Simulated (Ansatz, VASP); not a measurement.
## NaH: VASP beside Ansatz

File INCAR:

```
PREC = Accurate
ENCUT = 520
EDIFF = 1E-7
ISMEAR = -1
SIGMA = 0.05
LREAL = F
LASPH = T
NELM = 100
ALGO = Normal
ISIF = 2
LWAVE = F
LCHARG = F
GGA = PE
NBANDS = 11
```

File KPOINTS:

```
regular mesh
0
Gamma
  9 9 9
```

Contents of POSCAR:

```
NaH
1.0
    0.0000000000      2.4400000000      2.4400000000
    2.4400000000      0.0000000000      2.4400000000
    2.4400000000      2.4400000000      0.0000000000
Na H
1 1
Direct
    0.0000000000      0.0000000000      0.0000000000
    0.5000000000      0.5000000000      0.5000000000
```

Contents of input.yaml:

```yaml
crystal:
  lattice:
    - [0.0, 2.44, 2.44]
    - [2.44, 0.0, 2.44]
    - [2.44, 2.44, 0.0]
  atoms:
    - { symbol: Na, position: [0.0, 0.0, 0.0] }
    - { symbol: H, position: [0.5, 0.5, 0.5] }
hamiltonian:
  xc: pbe
  pseudopotentials: { kind: paw }
kpoints:
  mp_grid: { grid: [9, 9, 9] }
scf:
  occupations: { method: fermi_dirac, width: 0.05 }
output:
  forces: true
  stress: true
  eigenvalues: true
```

Alike in both runs: task single point; functional PBE; k mesh 9 × 9 × 9; occupations fermi-dirac, width 0.05 eV; no spin polarisation.

|  | VASP | Ansatz |
| --- | --- | --- |
| version | VASP 6.6.1 | Ansatz 0.2.0 |
| potentials or method | VASP PAW PBE potentials, release 64 (Na_pv, H) | Ansatz PAW |
| plane-wave cutoff (eV) | 520 | 420 |
| valence electrons in the cell | 8 | 10 |

|  | VASP | Ansatz | Ansatz less VASP |
| --- | --- | --- | --- |
| gap on the k mesh at the Fermi level (eV) | 4.01 | 4.01 | +0.001 |
| least direct gap on the mesh (eV) | 4.70 | 4.70 | +0.004 |
| pressure (GPa) | -0.7 | -0.7 | +0.04 |

The functional is the same, so the differences come from potentials, cutoffs and numerics. The two sets of potentials don't hold the same shells in valence.

Caveats: an odd mesh through Γ misses points on the zone boundary, where band edges often lie (VASP); odd divisions of the mesh miss points on the zone boundary, where band edges often lie, so the gap on the mesh can be too wide (Ansatz). PBE gaps usually lie below the measured ones, often by a third to a half.
